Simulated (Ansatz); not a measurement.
Runs of Ansatz 0.2.0 on TiO2. The typed cell holds 9 atoms: a = 2.968 Å, b = 4.708 Å, c = 7.241 Å, α = 88.08°, β = 78.18°, γ = 90.00°. The cell comes from a database or a generator and needn't be the stable form of this composition.

| task | level | cell | smearing | points for each segment of the path | gap on the mesh (eV) | pressure (GPa) | relaxed volume (Å³/atom) | largest force (eV/Å) |
| --- | --- | --- | --- | --- | --- | --- | --- | --- |
| single point | PBE | as given | gaussian 0.015 eV | - | 2.27 | 3.7 | - | (b) |
| relaxation of cell and atoms | RPBE | relaxed | fermi-dirac 0.05 eV | - | 2.46 | 0.0 | 11.64 | - |
| relaxation of cell and atoms | BLYP+D4 | relaxed | fermi-dirac 0.05 eV | - | (a) | 0.0 | 11.06 | - |
| band structure | revPBE | as given | fermi-dirac 0.05 eV | 10 | 2.29 | 7.2 | - | (c) |

Alike in all rows: potentials or basis Ansatz PAW; no spin polarisation; k mesh 9 × 6 × 4; cutoff (eV) 420.

Task: Fill in the values left out.

Result: (a) 2.21; (b) 0.12; (c) 0.26.

Caveats: odd divisions of the mesh miss points on the zone boundary, where band edges often lie, so the gap on the mesh can be too wide (some runs); the PAW data sets come from PBE, with cores solved anew for the run's functional, which leaves a small shift of forces and pressure (some runs); the plane-wave basis is chosen anew once the cell has moved, so the energies of steps on either side of that aren't comparable (some runs).

A k mesh can miss the band edges.
